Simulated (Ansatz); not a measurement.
Cubic perovskite BaSnO3 was calculated with Hartree–Fock (plane waves, PAW; Ansatz, a quantum-chemistry and plane-wave program).

Numerical settings: plane-wave cutoff 460 eV, 6×6×6 k mesh, Fermi–Dirac smearing 0.01 eV, scalar-relativistic PAW data made under PBE.

The cell has the measured lattice: a = 4.1160 Å, b = 4.1160 Å, c = 4.1160 Å, α = 90.00°, β = 90.00°, γ = 90.00°.

Question: Estimate the band gap and smallest direct gap on the k points sampled that the calculation returns.

Answer: 
- band gap: 11.53 eV (on the SCF k mesh)
- smallest direct gap on the k points sampled: 12.06 eV

Measured, for comparison: band gap 2.95 eV (temperature not stated, no zero-point or thermal correction, indirect, from the absorption edge of a single crystal; as tabulated in Kim et al. (2012), arXiv:1207.0764).

Note: cell and atoms aren't relaxed at this level (pressure 1.2 GPa).

Spin–orbit coupling is not included.

Static lattice: no zero-point or thermal effects.

Computing time: very roughly 4 core-minutes.
